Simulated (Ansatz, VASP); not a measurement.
# SnTe in VASP and in Ansatz

```
CELL_PARAMETERS angstrom
0.00000 3.17172 3.17172
3.17172 0.00000 3.17172
3.17172 3.17172 0.00000
ATOMIC_POSITIONS crystal
Te 0.50000 0.50000 0.50000
Sn 0.00000 0.00000 0.00000
```

Change from the starting cell: volume scaled by 1.02.

Alike in both runs: task single point; functional PBEsol; k mesh 7 × 7 × 7; occupations fermi-dirac, width 0.05 eV; no spin polarisation.

|  | VASP | Ansatz |
| --- | --- | --- |
| version | VASP 6.6.1 | Ansatz 0.2.0 |
| potentials or method | VASP PAW PBE potentials, release 64 (Te, Sn_d) | Ansatz PAW |
| plane-wave cutoff (eV) | 520 | 420 |
| valence electrons in the cell | 20 | 30 |

```csv
,VASP,Ansatz,Ansatz less VASP
gap on the k mesh at the Fermi level (eV),0.66,0.66,+0.001
least direct gap on the mesh (eV),0.66,0.66,+0.001
pressure (GPa),-1.2,-1.2,0.00
```

The functional is the same, so the differences come from potentials, cutoffs and numerics. The two sets of potentials don't hold the same shells in valence.

Caveats: the PAW data sets were made with another functional, which shifts forces and pressure a little (VASP); the PAW data sets come from PBE, with cores solved anew for the run's functional, which leaves a small shift of forces and pressure (Ansatz). The runs have no spin-orbit coupling, so splittings on Te are missing.
